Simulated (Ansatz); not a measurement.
Thickness series of a surface: bcc Ta (110)

All-electron LAPW in Ansatz 0.2.0 under PBE, scalar-relativistic, energies extrapolated to zero smearing, no spin–orbit coupling, no spin polarisation. The 1×1 slabs (area 7.79 Å²) are cut from the bulk relaxed on PAW files, and their atoms are relaxed; γ counts from the bulk energy, Δd12 is the change of the outer spacing. No reconstruction is allowed, and meshes differ a little between slabs.

```tsv
planes	γ (J/m²)	Φ (eV)	Δd12 (%)
1	2.967	?	–
3	2.378	4.76	-3.4
4	2.351	4.76	-4.6
5	2.374	?	-4.4
6	2.370	4.72	-4.4
```

Problem. Give the missing entry: row "5", column "Φ (eV)".

Solution. 4.73.

Problem. Give the missing entry: row "1", column "Φ (eV)".

Solution. 4.78.

Problem. How far have the values settled with thickness?

Solution. Between 5 and 6 planes γ moves by -0.1 % and Φ by -0.01 eV. Thin films carry quantum-size oscillations, so two neighbours that agree don't prove convergence.
